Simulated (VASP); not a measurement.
Here is a VASP 6.6.1 calculation.

INCAR

```
ALGO = Normal ; EDIFF = 1E-6
ENCUT = 520 ; ISIF = 2
ISMEAR = -5 ; LASPH = True
LCHARG = False ; LMIXTAU = True
LORBIT = 11 ; LREAL = False
LWAVE = False ; METAGGA = LAK
NEDOS = 2001 ; NELM = 60
PREC = Accurate ; SIGMA = 0.1
```

The input KPOINTS:

```
k-points
0
Monkhorst-Pack
  10 10 10
```

File POSCAR:

```
NaF
3.3724
    0.011085280512      0.710451014115      0.703639248013
    0.681184023248      0.014879017910      0.699845510616
    0.676718657336      0.702191910805      0.019344383822
Na F
1 1
Direct
    0.0000000000      0.0000000000      0.0000000000
    0.5000000000      0.5000000000      0.5000000000
```

Potentials or basis: VASP PAW PBE potentials, release 64 (Na_pv, F).

Command:

```bash
$ cat potpaw_PBE.64/Na_pv/POTCAR potpaw_PBE.64/F/POTCAR > POTCAR
$ mpirun -np 1 vasp_std > vasp.out
```

Question: Predict the pressure.

Answer: -3.3 GPa.

Stress tensor (GPa, compression positive):
```
-1.51 -0.30 -0.70
-0.30 -4.62 -0.79
-0.70 -0.79 -3.75
```

Caveat: the PAW data sets were made with another functional, which shifts forces and pressure a little.
